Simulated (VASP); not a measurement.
# MoS2 (R-3m) in VASP: further runs, part 3 of 3

VASP 6.6.1.

## 4. Single point, PBE0

POSCAR reads:

```
MoS2
1.0
    1.5855000000      0.9153888518      6.1149966667
   -1.5855000000      0.9153888518      6.1149966667
    0.0000000000     -1.8307777036      6.1149966667
Mo S
1 2
Direct
    0.0000000000      0.0000000000      0.0000000000
    0.2500000000      0.2500000000      0.2500000000
    0.7500000000      0.7500000000      0.7500000000
```

INCAR.step1 reads:

```
SYSTEM = MoS2
PREC     = Accurate       ! precision mode
ENCUT    = 350            ! plane-wave cutoff, eV
EDIFF    = 1E-5           ! SCF threshold, eV
ISMEAR   = 0              ! smearing method
SIGMA    = 0.01           ! smearing width, eV
LREAL    = .FALSE.        ! projectors in reciprocal space
LASPH    = .TRUE.         ! aspherical terms in the spheres
NELM     = 100            ! most SCF steps
ALGO     = Normal         ! electronic algorithm
ISIF     = 2              ! what is computed and relaxed
LWAVE    = .TRUE.         ! write WAVECAR
NKRED    = 3            
NBANDS   = 21             ! bands
GGA      = PE             ! functional
```

INCAR.step2 reads:

```
SYSTEM = MoS2
PREC     = Accurate       ! precision mode
ENCUT    = 350            ! plane-wave cutoff, eV
EDIFF    = 1E-6           ! SCF threshold, eV
ISMEAR   = 0              ! smearing method
SIGMA    = 0.01           ! smearing width, eV
LREAL    = .FALSE.        ! projectors in reciprocal space
LASPH    = .TRUE.         ! aspherical terms in the spheres
NELM     = 100            ! most SCF steps
ALGO     = Normal         ! electronic algorithm
ISIF     = 2              ! what is computed and relaxed
LWAVE    = .FALSE.        ! write WAVECAR
LCHARG   = .FALSE.        ! write CHGCAR
GGA      = PE             ! functional
LHFCALC  = .TRUE.         ! exact exchange
AEXX     = 0.25           ! exact-exchange fraction
PRECFOCK = Fast         
NKRED    = 3            
NBANDS   = 21             ! bands
ISTART   = 1
```

KPOINTS reads:

```
regular mesh
0
G
  3 3 3
  0 0 0
```

Potentials or basis: VASP PAW PBE potentials, release 64 (Mo_sv, S).

Command:

```bash
$ cat potpaw_PBE.64/Mo_sv/POTCAR potpaw_PBE.64/S/POTCAR > POTCAR
$ cp INCAR.step1 INCAR
$ mpirun -np 1 vasp_std > vasp.out
$ cp INCAR.step2 INCAR
$ mpirun -np 1 vasp_std > vasp.out
```

OUTCAR:

```text
SYSTEM = MoS2
   PREC = Accurate
   ENCUT = 350
   EDIFF = 1E-6
   ISMEAR = 0
   LREAL = .FALSE.
   LASPH = .TRUE.
   NELM = 100
   ISIF = 2
   GGA = PE
   LHFCALC = .TRUE.
   AEXX = 0.25
   PRECFOCK = Fast
   NKRED = 3
   ISTART = 1

 Found      6 irreducible k-points:

 Following reciprocal coordinates:
            Coordinates               Weight
  0.000000  0.000000  0.000000      1.000000
  0.333333 -0.000000  0.000000      6.000000
  0.333333  0.333333  0.000000      6.000000
 -0.333333  0.333333  0.000000      6.000000
  0.333333  0.333333  0.333333      2.000000
 -0.333333  0.333333  0.333333      6.000000
   k-points           NKPTS =      6   k-points in BZ     NKDIM =     27   number of bands    NBANDS=     21
   number of dos      NEDOS =    301   number of ions     NIONS =      3
   total plane-waves  NPLWV =  64000
   dimension x,y,z NGX =    40 NGY =   40 NGZ =   40
   dimension x,y,z NGXF=    80 NGYF=   80 NGZF=   80
   ions per type =               1   2
   NGX,Y,Z   is equivalent  to a cutoff of  10.42, 10.42, 10.42 a.u.
   NGXF,Y,Z  is equivalent  to a cutoff of  20.84, 20.84, 20.84 a.u.
 SYSTEM =  MoS2
[... 62 lines left out ...]
  free energy    TOTEN  =       -30.75256536 eV

  energy without entropy =      -30.75256536  energy(sigma->0) =      -30.75256536

 E-fermi :   6.4782     XC(G=0):  -8.5319

 val. band max:        6.3468459230   @ k =   0.0000   0.0000   0.0000
 cond. band min:       9.3085816437   @ k =  -0.3333   0.3333   0.0000
 fundamental gap:      2.9617357207
 Fermi energy:         6.4781704584

 k-point     1 :       0.0000    0.0000    0.0000
  band No.  band energies     occupation
      1     -59.4316      2.00000
      2     -32.3381      2.00000
      3     -32.2020      2.00000
      4     -32.2020      2.00000
      5      -9.9554      2.00000
      6      -8.1191      2.00000
[... 133 lines left out ...]
     20      17.9809      0.00000
     21      18.3552      0.00000

------------------------ aborting loop because EDIFF is reached ----------------------------------------

  FORCE on cell =-STRESS in cart. coord.  units (eV):
  Direction    XX          YY          ZZ          XY          YZ          ZX
  --------------------------------------------------------------------------------------
  -------------------------------------------------------------------------------------
  Total        1.6006001      1.6006001     -2.9088802      0.0000000      0.0000000      0.0000000
  in kB       48.1586246     48.1586246    -87.5219672      0.0000000      0.0000000      0.0000000
  external PRESSURE =       2.9317607 kB  Pullay stress =       0.0000000 kB

 VOLUME and BASIS-vectors are now :
 -----------------------------------------------------------------------------
  energy-cutoff  :      350.00
  volume of cell :       53.25
      direct lattice vectors                 reciprocal lattice vectors
     1.585500000  0.915388852  6.114996667     0.315357931  0.182071986  0.054510796
    -1.585500000  0.915388852  6.114996667    -0.315357931  0.182071986  0.054510796
     0.000000000 -1.830777704  6.114996667     0.000000000 -0.364143973  0.054510796

 POSITION                                       TOTAL-FORCE (eV/Angst)
 -----------------------------------------------------------------------------------
      0.00000      0.00000      0.00000        -0.000000      0.000000      0.000000
      0.00000      0.00000      4.58625         0.000000     -0.000000      0.107030
      0.00000      0.00000     13.75874         0.000000      0.000000     -0.107030
 -----------------------------------------------------------------------------------
    total drift:                               -0.000000     -0.000000     -0.000000

  FREE ENERGIE OF THE ION-ELECTRON SYSTEM (eV)
  ---------------------------------------------------
  free  energy   TOTEN  =       -30.7525653649 eV

  energy  without entropy=      -30.7525653649  energy(sigma->0) =      -30.75256536
```

OUTCAR.step1:

```text
SYSTEM = MoS2
   PREC = Accurate
   ENCUT = 350
   EDIFF = 1E-5
   ISMEAR = 0
   LREAL = .FALSE.
   LASPH = .TRUE.
   NELM = 100
[... 253 lines left out ...]
      0.00000      0.00000      0.00000         0.000000      0.000000      0.000000
      0.00000      0.00000      4.58625        -0.000000      0.000000     -0.406102
      0.00000      0.00000     13.75874        -0.000000     -0.000000      0.406102
 -----------------------------------------------------------------------------------
    total drift:                                0.000000      0.000000     -0.000000

  FREE ENERGIE OF THE ION-ELECTRON SYSTEM (eV)
  ---------------------------------------------------
  free  energy   TOTEN  =       -21.0585697140 eV

  energy  without entropy=      -21.0585697140  energy(sigma->0) =      -21.05856971
```

Wall time 34 s (1 thread of Intel Xeon Platinum 8559C (Emerald Rapids), shared host); peak memory 0.24 GiB.

The run converged, but some of its settings lie outside the range that counts as converged, so its numbers aren't taken as properties of the crystal.

Results:

```yaml
Free_energy: -30.7526 eV
Pressure: 0.3 GPa
Largest_force: 0.107 eV/Å
Band_gap_on_the_k_mesh: none (metal or under the smearing width)
```

Caveat: the k mesh is coarse (spacing up to 0.77 Å⁻¹), so the values aren't converged, least of all with exact exchange; the PAW data sets were made with another functional, which shifts forces and pressure a little; the cell's inner coordinates are idealised or old, which leaves forces on the atoms.

## 5. Single point, PBE0

POSCAR is that of step 4.

Changes to INCAR.step1 since step 4:

```diff
@@ -12,3 +12,3 @@
 LWAVE    = .TRUE.         ! write WAVECAR
-NKRED    = 3            
+NKRED    = 1            
 NBANDS   = 21             ! bands
```

Changes to INCAR.step2 since step 4:

```diff
@@ -16,4 +16,4 @@
 AEXX     = 0.25           ! exact-exchange fraction
-PRECFOCK = Fast         
-NKRED    = 3            
+PRECFOCK = Low          
+NKRED    = 1            
 NBANDS   = 21             ! bands
```

KPOINTS reads:

```
regular mesh
0
G
  4 4 4
  0 0 0
```

Command:

```bash
$ cat potpaw_PBE.64/Mo_sv/POTCAR potpaw_PBE.64/S/POTCAR > POTCAR
$ cp INCAR.step1 INCAR
$ mpirun -np 1 vasp_std > vasp.out
$ cp INCAR.step2 INCAR
$ mpirun -np 1 vasp_std > vasp.out
```

Wall time 14 min (1 thread of Intel Xeon Platinum 8559C (Emerald Rapids), shared host); peak memory 0.23 GiB.

These settings aren't checked as converged: the numbers below hold their error.

What came out:

```yaml
Free_energy: -27.1980 eV
Pressure: 3.8 GPa
Largest_force: 0.103 eV/Å
Band_gap_on_the_k_mesh: none (metal or under the smearing width)
```

Caveat: the k mesh is coarse (spacing up to 0.58 Å⁻¹), so the values aren't converged, least of all with exact exchange; the PAW data sets were made with another functional, which shifts forces and pressure a little; the cell's inner coordinates are idealised or old, which leaves forces on the atoms.

## 6. For comparison

An earlier run on the cell as given: functional PBE; potentials or basis VASP PAW PBE potentials, release 64 (Mo_sv, S); cutoff 520 eV; k mesh 10 × 10 × 10; occupations fermi-dirac, width 0.05 eV; no spin polarisation.

- Pressure: 7.8 GPa
- Largest force: 0.994 eV/Å
- Band gap on the k mesh: none (metal or under the smearing width)
